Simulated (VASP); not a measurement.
GaAs, 2 atoms in the cell. Symmetry: F-43m, No. 216, cubic system. Conventional cell: a = 5.663 Å, b = 5.663 Å, c = 5.663 Å, α = 90.00°, β = 90.00°, γ = 90.00°. Ga (site symmetry -43m) is surrounded by 4 As at 2.45 Å. Around As (site symmetry -43m) lie 4 Ga at 2.45 Å. The cell is a database's computed one.

| Quantity | Value |
| --- | --- |
| Program | VASP 6.6.1 |
| Task | single point |
| Functional | PBEsol |
| Potentials or basis | VASP PAW PBE potentials, release 64 (Ga_h, As) |
| Cutoff | 900 eV |
| k mesh | 10 × 10 × 10 |
| Occupations | gaussian, width 0.02 eV |
| Spin | no spin polarisation |
| Further INCAR settings | ALGO = Normal; EDIFF = 1e-07 |

Potentials or basis: VASP PAW PBE potentials, release 64 (Ga_h, As).

Command:

```console
$ cat potpaw_PBE.64/Ga_h/POTCAR potpaw_PBE.64/As/POTCAR > POTCAR
$ mpirun -np 1 vasp_std > vasp.out
```

Hardware: 1 thread of Intel(R) Xeon(R) Platinum 8488C (Sapphire Rapids), with other jobs on the host.

Question: Estimate the wall time of this run.

Answer: Wall time 38 s on 1 thread of Intel(R) Xeon(R) Platinum 8488C (Sapphire Rapids) (shared host), peak memory 0.28 GiB. Counts: scf iterations 12, k points 47.
